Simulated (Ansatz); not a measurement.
## SiO₂: Quadrupolar parameters

The cell is an entry of the Crystallography Open Database (COD), its atoms then relaxed with PBE in this cell.

Space group P4_12_12 (No. 92); a = 4.9820, c = 6.9630 Å.

| site | Wyckoff | site symmetry | x | y | z |
| --- | --- | --- | --- | --- | --- |
| Si | 4a | ..2 | 0.3039 | 0.3039 | 0.0000 |
| O | 8b | 1 | 0.2373 | 0.1140 | 0.1837 |

One atom of each set is listed.

The numbers come from a DFT calculation in Ansatz (PBE, plane waves and PAW (field gradients read without the response of the frozen cores, which leaves them typically 4 to 6 % off), scalar-relativistic, 420 eV cutoff, Γ-centred 5×5×4 k-points, Fermi–Dirac smearing 0.02 eV).

V_zz is the principal component of the electric field gradient with the largest magnitude, η = (V_xx − V_yy)/V_zz and C_Q = eQV_zz/h.

¹⁷O: I = 5/2, Q = -25.58 mb. Nuclear quadrupole moments: year-2017 set (Pyykkö).

Task: Give the quadrupolar parameters of the distinct sites.

Result: 

```csv
site,atoms,first shell,V_zz (10²¹ V/m²),η,C_Q (MHz)
Si,4,4 O at 1.63 Å,-0.35,0.75,–
O,8,"2 Si at 1.63 Å, angle 143°",9.80,0.18,-6.06
```

At O V_zz runs parallel to the line that joins its two neighbours (within 1°).

Si has no stable isotope with a ground-state quadrupole moment in the table, so no C_Q is given.
